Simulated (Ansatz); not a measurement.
# Mo(110) / 3 layers W(110) / Mo(110): resistance against film thickness, part 2 of 2

How does the resistance across the layers grow with the film in Mo(110) / 3 layers W(110) / Mo(110)?

Ansatz 0.2.0; Ansatz plane-wave DFT, PBE, PAW files; ballistic transport by layer matching (Landauer), zero bias.

So far, step of the lead's potential (meV): step 2 (with 3 layers) 4.6.

## Step 4: With 6 layers, film layers 6

The stack now holds 6 film layers; the k-mesh follows the cell, and the energies span -0.27 to 0.27 eV.

System of this step: Mo(110) / 6 layers W(110) / Mo(110). The cell holds 14 atoms: 8 Mo and 6 W. Its edges and angles: a = 2.725 Å, b = 2.725 Å, c = 31.382 Å, α = 90.0°, β = 90.0°, γ = 109.5°. It derives from Mo and W. Regions: lead, 8 atoms (8 Mo); films, 6 atoms (6 W). The structure is stacked along c, and the current runs across the ab planes.

Input file input.yaml:

```yaml
crystal:
  lattice:
    - [1.5735, -2.2252650404, 0.0]
    - [1.5735, 2.2252650404, 0.0]
    - [0.0, 0.0, 31.3815514416]
  atoms:
    - { symbol: Mo, position: [0.0, 0.0, 0.0354549877] }
    - { symbol: Mo, position: [0.5, 0.5, 0.1063649631] }
    - { symbol: Mo, position: [0.0, 0.0, 0.1772749385] }
    - { symbol: Mo, position: [0.5, 0.5, 0.2481849139] }
    - { symbol: W, position: [0.0, 0.0, 0.319699918] }
    - { symbol: W, position: [0.5, 0.5, 0.3918199508] }
    - { symbol: W, position: [0.0, 0.0, 0.4639399836] }
    - { symbol: W, position: [0.5, 0.5, 0.5360600164] }
    - { symbol: W, position: [0.0, 0.0, 0.6081800492] }
    - { symbol: W, position: [0.5, 0.5, 0.680300082] }
    - { symbol: Mo, position: [0.0, 0.0, 0.7518150861] }
    - { symbol: Mo, position: [0.5, 0.5, 0.8227250615] }
    - { symbol: Mo, position: [0.0, 0.0, 0.8936350369] }
    - { symbol: Mo, position: [0.5, 0.5, 0.9645450123] }
kpoints:
  mp_grid: { grid: [15, 15, 1] }
hamiltonian:
  xc: pbe
scf:
  occupations: { method: fermi_dirac, width: 0.1 }
output:
  transmission:
    leads: [[0, 1]]
    kmesh: [28, 28]
    e_range: [-0.27, 0.27]
    de: 0.036
  write_potential: true
  write_density: true
  volumetric_format: npy
```

The run is started by

```
$ ansatz run input.yaml --threads 4 --pin off --max-ram 8192MiB --backend cpu --events-out ev --progress --plain --runs-dir out
```

Numbers of over 12 decimals in the logs are rounded to 6 here.

Log:

```text
[...]
Crystal: 14 atoms, lattice volume = 219.762 Å³
Basis set: ecut = 420 eV, 4359 PW (Γ)
Bands: 118, of which v1, the nominal top of the filled ones, is band 98 counted from 1 (97 counted from 0)
Symmetry: 8 space group operations
[...]
k-points: 64 of 225
[...]
--- Transmission ---
  basis      : 63 plane waves across, 55 finite elements along
  points     : 211, standing for a mesh of 28 x 28
[...]
filled         : 60.5 meV under the level at which it is neutral
    channels       : 1.076531e0 a spin
[...]
slowest decay  : 0.0286 /Å at (-0.4286, 0.0714)
  junction   : crystal 0 to crystal 0, 0.70 to 29.85 Å
    transmission   : 7.419091e-1 a spin
[...]
resistance     : 3.8297e-4 Ω µm² beyond half of each lead's own
[key lines of the parts left out:]
SCF converged after 7 iterations
Free energy (F): -101957.154701 eV
Fermi energy:    21.787676 eV
```

It took 2.8 min on 4 threads of Arm Neoverse V2, shared host; peak memory 1.7 GiB; 7.9 min of CPU time.

Numbers from this step:

| Property | Result |
| --- | --- |
| free energy | -101957.1547 eV |
| energy at zero smearing | -101957.0232 eV |
| Fermi energy | 21.79 eV |
| step of the lead's potential | 5.2 meV |
| estimated errors of the lead's conductance | 0, 6.6, 3.9 % (band edges, k-mesh, distance from neutral) |
| conductance of the junction | 8.16e14 S/m² |
| junction conductance per cell | 0.7375 G₀ |
| estimated errors of the junction's conductance | 0.1, 0.1, 5.3, 1.2, 1 % (energy step, band edges, k-mesh, leads' steps, distance from neutral) |
| area resistance that the stack adds (contact term taken off, spin by spin) | 0.3830 fΩ m² |

Per spin. Transmission, zone mean against energy, zero at the Fermi level:

| energy (eV) | transmission, zone mean |
| --- | --- |
| -0.270 | 0.678 |
| -0.234 | 0.688 |
| -0.198 | 0.692 |
| -0.162 | 0.696 |
| -0.126 | 0.705 |
| -0.090 | 0.716 |
| -0.054 | 0.728 |
| -0.018 | 0.736 |
| 0.018 | 0.742 |
| 0.054 | 0.748 |
| 0.090 | 0.746 |
| 0.126 | 0.748 |
| 0.162 | 0.744 |
| 0.198 | 0.757 |
| 0.234 | 0.813 |
| 0.270 | 0.839 |

The conductance of the junction is 8.2e14 S/m², 2.2 % under the 8.3e14 S/m² of the last finished run, within the error estimates, leads' steps apart, of 5 and 5.3 %.

## Step 5: With 8 layers, film layers 8

The stack now holds 8 film layers; the k-mesh follows the cell, and the energies span -0.27 to 0.27 eV.

System of this step: Mo(110) / 8 layers W(110) / Mo(110). The cell holds 16 atoms: 8 Mo and 8 W. Its edges and angles: a = 2.725 Å, b = 2.725 Å, c = 35.908 Å, α = 90.0°, β = 90.0°, γ = 109.5°. It derives from Mo and W. Regions: lead, 8 atoms (8 Mo); films, 8 atoms (8 W). The structure is stacked along c, and the current runs across the ab planes.

input.yaml, the sections that differ from step 4:

```yaml
crystal:
  lattice:
    - [1.5735, -2.2252650404, 0.0]
    - [1.5735, 2.2252650404, 0.0]
    - [0.0, 0.0, 35.9080284811]
  atoms:
    - { symbol: Mo, position: [0.0, 0.0, 0.0309856199] }
    - { symbol: Mo, position: [0.5, 0.5, 0.0929568596] }
    - { symbol: Mo, position: [0.0, 0.0, 0.1549280993] }
    - { symbol: Mo, position: [0.5, 0.5, 0.216899339] }
    - { symbol: W, position: [0.0, 0.0, 0.279399339] }
    - { symbol: W, position: [0.5, 0.5, 0.3424280993] }
    - { symbol: W, position: [0.0, 0.0, 0.4054568596] }
    - { symbol: W, position: [0.5, 0.5, 0.4684856199] }
    - { symbol: W, position: [0.0, 0.0, 0.5315143801] }
    - { symbol: W, position: [0.5, 0.5, 0.5945431404] }
    - { symbol: W, position: [0.0, 0.0, 0.6575719007] }
    - { symbol: W, position: [0.5, 0.5, 0.720600661] }
    - { symbol: Mo, position: [0.0, 0.0, 0.783100661] }
    - { symbol: Mo, position: [0.5, 0.5, 0.8450719007] }
    - { symbol: Mo, position: [0.0, 0.0, 0.9070431404] }
    - { symbol: Mo, position: [0.5, 0.5, 0.9690143801] }
# kpoints, hamiltonian, scf, output: as in step 4
```

Log:

```text
[...]
Crystal: 16 atoms, lattice volume = 251.461 Å³
Basis set: ecut = 420 eV, 4995 PW (Γ)
Bands: 135, of which v1, the nominal top of the filled ones, is band 112 counted from 1 (111 counted from 0)
Symmetry: 8 space group operations
[...]
k-points: 64 of 225
[...]
--- Transmission ---
  basis      : 63 plane waves across, 63 finite elements along
  points     : 211, standing for a mesh of 28 x 28
[...]
filled         : 53.1 meV under the level at which it is neutral
    channels       : 1.076531e0 a spin
[...]
slowest decay  : 0.0354 /Å at (0.3571, 0.1071)
  junction   : crystal 0 to crystal 0, 0.70 to 34.38 Å
    transmission   : 7.346672e-1 a spin
[...]
resistance     : 3.9826e-4 Ω µm² beyond half of each lead's own
[key lines of the parts left out:]
SCF converged after 7 iterations
Free energy (F): -122726.797738 eV
Fermi energy:    21.901580 eV
```

The job ended after 3.2 min (4 threads; peak memory 1.9 GiB; 8.9 min of CPU time).

This step gave:

```yaml
free_energy: -122726.7977 eV
energy_at_zero_smearing: -122726.6475 eV
fermi_energy: 21.90 eV
step_of_the_lead_s_potential: 4.7 meV
estimated_errors_of_the_lead_s_conductance: 0, 6.6, 3.4 % (band edges, k-mesh, distance from neutral)
lead_conductance_per_cell: 1.076 G₀
conductance_of_the_junction: 8.08e14 S/m²
junction_conductance_per_cell: 0.7301 G₀
estimated_errors_of_the_junction_s_conductance: 0.2, 0, 6.3, 1.3, 0.7 % (energy step, band edges, k-mesh, leads' steps, distance from neutral)
area_resistance_that_the_stack_adds_contact_term_taken_off_spin_by_spin: 0.3983 fΩ m²
```

Per spin. The transmission, zone mean by energy, zero at the Fermi level:

| energy (eV) | transmission, zone mean |
| --- | --- |
| -0.270 | 0.658 |
| -0.234 | 0.666 |
| -0.198 | 0.670 |
| -0.162 | 0.676 |
| -0.126 | 0.685 |
| -0.090 | 0.707 |
| -0.054 | 0.722 |
| -0.018 | 0.730 |
| 0.018 | 0.735 |
| 0.054 | 0.738 |
| 0.090 | 0.730 |
| 0.126 | 0.738 |
| 0.162 | 0.734 |
| 0.198 | 0.755 |
| 0.234 | 0.789 |
| 0.270 | 0.824 |

The conductance of the junction is 8.1e14 S/m², 1.0 % under the 8.2e14 S/m² of the last finished run, within the error estimates, leads' steps apart, of 5.3 and 6.3 %.

## Step 6: With 10 layers, film layers 10

The stack now holds 10 film layers; the k-mesh follows the cell, and the energies span -0.27 to 0.27 eV.

System of this step: Mo(110) / 10 layers W(110) / Mo(110). The cell holds 18 atoms: 8 Mo and 10 W. Cell: a = 2.725 Å, b = 2.725 Å, c = 40.435 Å, α = 90.0°, β = 90.0°, γ = 109.5°. It derives from Mo and W. Regions: lead, 8 atoms (8 Mo); films, 10 atoms (10 W). The structure is stacked along c, and the current runs across the ab planes.

input.yaml, the sections that differ from step 5:

```yaml
crystal:
  lattice:
    - [1.5735, -2.2252650404, 0.0]
    - [1.5735, 2.2252650404, 0.0]
    - [0.0, 0.0, 40.4345055206]
  atoms:
    - { symbol: Mo, position: [0.0, 0.0, 0.0275169068] }
    - { symbol: Mo, position: [0.5, 0.5, 0.0825507204] }
    - { symbol: Mo, position: [0.0, 0.0, 0.137584534] }
    - { symbol: Mo, position: [0.5, 0.5, 0.1926183476] }
    - { symbol: W, position: [0.0, 0.0, 0.248121729] }
    - { symbol: W, position: [0.5, 0.5, 0.3040946781] }
    - { symbol: W, position: [0.0, 0.0, 0.3600676272] }
    - { symbol: W, position: [0.5, 0.5, 0.4160405763] }
    - { symbol: W, position: [0.0, 0.0, 0.4720135254] }
    - { symbol: W, position: [0.5, 0.5, 0.5279864746] }
    - { symbol: W, position: [0.0, 0.0, 0.5839594237] }
    - { symbol: W, position: [0.5, 0.5, 0.6399323728] }
    - { symbol: W, position: [0.0, 0.0, 0.6959053219] }
    - { symbol: W, position: [0.5, 0.5, 0.751878271] }
    - { symbol: Mo, position: [0.0, 0.0, 0.8073816524] }
    - { symbol: Mo, position: [0.5, 0.5, 0.862415466] }
    - { symbol: Mo, position: [0.0, 0.0, 0.9174492796] }
    - { symbol: Mo, position: [0.5, 0.5, 0.9724830932] }
# kpoints, hamiltonian, scf, output: as in step 5
```

Log:

```text
[...]
Crystal: 18 atoms, lattice volume = 283.159 Å³
Basis set: ecut = 420 eV, 5609 PW (Γ)
Bands: 152, of which v1, the nominal top of the filled ones, is band 126 counted from 1 (125 counted from 0)
Symmetry: 8 space group operations
[...]
k-points: 64 of 225
[...]
--- Transmission ---
  basis      : 63 plane waves across, 72 finite elements along
  points     : 211, standing for a mesh of 28 x 28
[...]
filled         : 50.1 meV under the level at which it is neutral
    channels       : 1.076531e0 a spin
[...]
slowest decay  : 0.0322 /Å at (0.3571, 0.1071)
  junction   : crystal 0 to crystal 0, 0.70 to 38.91 Å
    transmission   : 7.341896e-1 a spin
[...]
resistance     : 4.0330e-4 Ω µm² beyond half of each lead's own
[key lines of the parts left out:]
SCF converged after 7 iterations
Free energy (F): -143496.436058 eV
Fermi energy:    21.985746 eV
```

Wall time 3.2 min (4 threads); peak memory 2.7 GiB.

This step gave:

- free energy: -143496.4361 eV
- energy at zero smearing: -143496.2686 eV
- Fermi energy: 21.99 eV
- step of the lead's potential: 4.9 meV
- estimated errors of the lead's conductance: 0, 6.6, 3.3 % (band edges, k-mesh, distance from neutral)
- lead conductance per cell: 1.078 G₀
- conductance of the junction: 8.05e14 S/m²
- junction conductance per cell: 0.7280 G₀
- estimated errors of the junction's conductance: 0, 0, 6.9, 1.7, 0.8 % (energy step, band edges, k-mesh, leads' steps, distance from neutral)
- area resistance that the stack adds (contact term taken off, spin by spin): 0.4033 fΩ m²

Per spin. The transmission, zone mean by energy, zero at the Fermi level:

| energy (eV) | transmission, zone mean |
| --- | --- |
| -0.270 | 0.647 |
| -0.234 | 0.648 |
| -0.198 | 0.648 |
| -0.162 | 0.656 |
| -0.126 | 0.669 |
| -0.090 | 0.701 |
| -0.054 | 0.718 |
| -0.018 | 0.728 |
| 0.018 | 0.734 |
| 0.054 | 0.737 |
| 0.090 | 0.732 |
| 0.126 | 0.739 |
| 0.162 | 0.730 |
| 0.198 | 0.752 |
| 0.234 | 0.782 |
| 0.270 | 0.829 |

The conductance of the junction is 8.1e14 S/m², 0.29 % under the 8.1e14 S/m² of the last finished run, within the error estimates, leads' steps apart, of 6.3 and 6.9 %.

## Step 7: The ladder

Times are for 4 threads of Arm Neoverse V2, shared host. Results by setting:

| no. | film layers | area resistance that the stack adds (contact term taken off, spin by spin) (fΩ m²) | conductance of the junction (S/m²) | time | memory (GiB) |
| --- | --- | --- | --- | --- | --- |
| 1 | 3 | 0.2331 | 9.33e14 | 4.8 min | 1.1 |
| 2 | 5 | 0.3557 | 8.35e14 | 2.3 min | 1.5 |
| 3 | 6 | 0.3830 | 8.16e14 | 2.8 min | 1.7 |
| 4 | 8 | 0.3983 | 8.08e14 | 3.2 min | 1.9 |
| 5 | 10 | 0.4033 | 8.05e14 | 3.2 min | 2.7 |

## Step 8: With 5 layers

The run is repeated with changed settings as a check of sensitivity.

This step: Ansatz plane-wave DFT, PBE, PAW files; ballistic transport by layer matching (Landauer), zero bias; changed: scf.occupations.method = "methfessel_paxton", scf.occupations.width = 0.001, hamiltonian.xc = "pbe", scf.convergence.dr2_threshold = 1e-06 (Ansatz 0.2.0).

System of this step: Mo(110) / 5 layers W(110) / Mo(110). The cell holds 13 atoms: 8 Mo and 5 W. Its edges and angles: a = 2.725 Å, b = 2.725 Å, c = 29.161 Å, α = 88.2°, β = 88.2°, γ = 109.5°. It derives from Mo and W. Regions: lead, 8 atoms (8 Mo); films, 5 atoms (5 W). The structure is stacked along c, and the current runs across the ab planes.

Input file input.yaml:

```yaml
crystal:
  lattice:
    - [1.5735, -2.2252650404, 0.0]
    - [1.5735, 2.2252650404, 0.0]
    - [1.5735, 0.0, 29.1183129219]
  atoms:
    - { symbol: Mo, position: [0.9808946259, 0.9808946259, 0.0382107481] }
    - { symbol: Mo, position: [0.4426838778, 0.4426838778, 0.1146322443] }
    - { symbol: Mo, position: [0.9044731297, 0.9044731297, 0.1910537405] }
    - { symbol: Mo, position: [0.3662623816, 0.3662623816, 0.2674752367] }
    - { symbol: W, position: [0.8277256061, 0.8277256061, 0.3445487878] }
    - { symbol: W, position: [0.288862803, 0.288862803, 0.4222743939] }
    - { symbol: W, position: [0.75, 0.75, 0.5] }
    - { symbol: W, position: [0.211137197, 0.211137197, 0.5777256061] }
    - { symbol: W, position: [0.6722743939, 0.6722743939, 0.6554512122] }
    - { symbol: Mo, position: [0.1337376184, 0.1337376184, 0.7325247633] }
    - { symbol: Mo, position: [0.5955268703, 0.5955268703, 0.8089462595] }
    - { symbol: Mo, position: [0.0573161222, 0.0573161222, 0.8853677557] }
    - { symbol: Mo, position: [0.5191053741, 0.5191053741, 0.9617892519] }
kpoints:
  mp_grid: { grid: [15, 15, 1] }
hamiltonian:
  xc: pbe
scf:
  occupations: { method: methfessel_paxton, width: 0.001 }
  convergence: { dr2_threshold: 1.0e-06 }
output:
  transmission:
    leads: [[0, 1]]
    kmesh: [28, 28]
    e_range: [-0.27, 0.27]
    de: 0.036
  write_potential: true
  write_density: true
  volumetric_format: npy
```

Log:

```text
[...]
Crystal: 13 atoms, lattice volume = 203.913 Å³
Basis set: ecut = 420 eV, 4067 PW (Γ)
Bands: 110, of which v1, the nominal top of the filled ones, is band 91 counted from 1 (90 counted from 0)
Symmetry: 4 space group operations
k-points: 64 of 225
[...]
SCF iter   1: F=—  HF=-91572.215400 eV  |F-HF|=—  |Δ(HF+E_count)|=         —  Δρ=2.69e-3  dr2=2.61e-1  ethr=1.77e-3  ⟨swp⟩=5.0  Hψ=25635  notcnv=0  defer=73
[...]
SCF iter   6: F=-91572.210447 eV  HF=-91572.210447 eV  |F-HF|=9.60e-8  |Δ(HF+E_count)|=   4.02e-7  S|Δr|=    0.00e0  Δρ=9.48e-6  dr2=1.82e-7  ethr=5.49e-10  ⟨swp⟩=6.9  Hψ=21116  notcnv=0
SCF 1 converged in 6 iterations: F = -91572.210447 eV  dr2 = 1.82e-7
[...]
transmission: 1098 of 10972 steps passed
transmission: 2196 of 10972 steps passed
[...]
transmission: 10972 of 10972 steps passed
SCF converged after 6 iterations
Stability not checked: this state was not tested for a lower state beside it, because cold or Methfessel-Paxton smearing, or corrected tetrahedra, fill the levels in a way that the test cannot read (fill_not_monotonic; see scf.lower_state_search)
Free energy (F): -91572.210447 eV
[...]
Internal energy: -91572.210445 eV  (E = F + TS)
E sigma→0 (E₀):  -91572.210447 eV
Entropy (-TS):   -0.000002 eV (-0.000 meV/atom)
Fermi energy:    21.719352 eV
[...]
--- Band table (eV; the first three rows and the last of 64) ---
  k-point 0: bands = [... 87 lower, 20.4344, 20.6755, 20.8258, 21.4518, 21.4585, 21.5302, 21.5422, 22.5481, ... 15 higher]
  k-point 1: bands = [... 87 lower, 20.5401, 20.8295, 20.9227, 21.1267, 21.2268, 21.6275, 21.7236, 22.0857, ... 15 higher]
  k-point 2: bands = [... 87 lower, 20.4618, 20.5971, 20.9932, 21.2113, 21.2440, 21.2902, 21.5234, 22.0306, ... 15 higher]
  k-point 63: bands = [... 87 lower, 22.2182, 22.2783, 22.2827, 22.7372, 22.7549, 22.8777, 23.0615, 23.1069, ... 15 higher]
--- Transmission ---
  basis      : 63 plane waves across, 52 finite elements along
  points     : 211, standing for a mesh of 28 x 28
[...]
filled         : 77.2 meV under the level at which it is neutral
    channels       : 1.066327e0 a spin
[...]
slowest decay  : 0.0425 /Å at (-0.2500, 0.1071)
  junction   : crystal 0 to crystal 0, 0.70 to 27.59 Å
    transmission   : 7.593276e-1 a spin
[...]
resistance     : 3.4925e-4 Ω µm² beyond half of each lead's own
```

Run time: 2.1 min. Hardware: 4 threads; peak memory 1.4 GiB.

This step gave:

- free energy: -91572.2104 eV
- Fermi energy: 21.72 eV
- step of the lead's potential: 10 meV
- ballistic conductance of the lead: 1.18e15 S/m²
- estimated errors of the lead's conductance: 0, 6.6, 4.6 % (band edges, k-mesh, distance from neutral)
- lead conductance per cell: 1.065 G₀
- conductance of the junction: 8.35e14 S/m²
- junction conductance per cell: 0.7546 G₀
- estimated errors of the junction's conductance: 0.1, 0.2, 5, 2.1, 1 % (energy step, band edges, k-mesh, leads' steps, distance from neutral)
- area resistance that the stack adds (contact term taken off, spin by spin): 0.3493 fΩ m²

Per spin. Table of transmission, zone mean by energy, zero at the Fermi level:

| energy (eV) | transmission, zone mean |
| --- | --- |
| -0.270 | 0.694 |
| -0.234 | 0.707 |
| -0.198 | 0.716 |
| -0.162 | 0.720 |
| -0.126 | 0.725 |
| -0.090 | 0.731 |
| -0.054 | 0.744 |
| -0.018 | 0.755 |
| 0.018 | 0.759 |
| 0.054 | 0.762 |
| 0.090 | 0.760 |
| 0.126 | 0.767 |
| 0.162 | 0.775 |
| 0.198 | 0.773 |
| 0.234 | 0.833 |
| 0.270 | 0.852 |

The conductance of the junction is unchanged within 0.05 %.

## Step 9: Summary of results

| Quantity | Value |
| --- | --- |
| area resistance, 3 layers | 0.233 fΩ m² |
| area resistance, 5 layers | 0.356 fΩ m² |
| area resistance, 6 layers | 0.383 fΩ m² |
| area resistance, 8 layers | 0.398 fΩ m² |
| area resistance, 10 layers | 0.403 fΩ m² |

In words: The stack adds 0.23 fΩ m² with 3 layers and 0.40 fΩ m² with 10. From 5 layers on no step exceeds the two runs' error estimates together, as expected where only the two interfaces scatter; half the mean, 0.19 fΩ m², is a rough coherent figure for one interface. Atoms sit on ideal sites and aren't relaxed. Spin-orbit coupling is left out, which matters for W. W(110) is compressed by 0.56 % in plane to fit Mo(110), at its own atomic volume.

[Logs are printed without paths, hosts, clocks, repeated set-up lines and the standing remarks that a program may print on its own settings, such as how far it seeks lower states.]

[Hosts, paths, dates, database ids (printed as entryN), source tags and the programs' standing remarks are cut or masked in the printed files.]
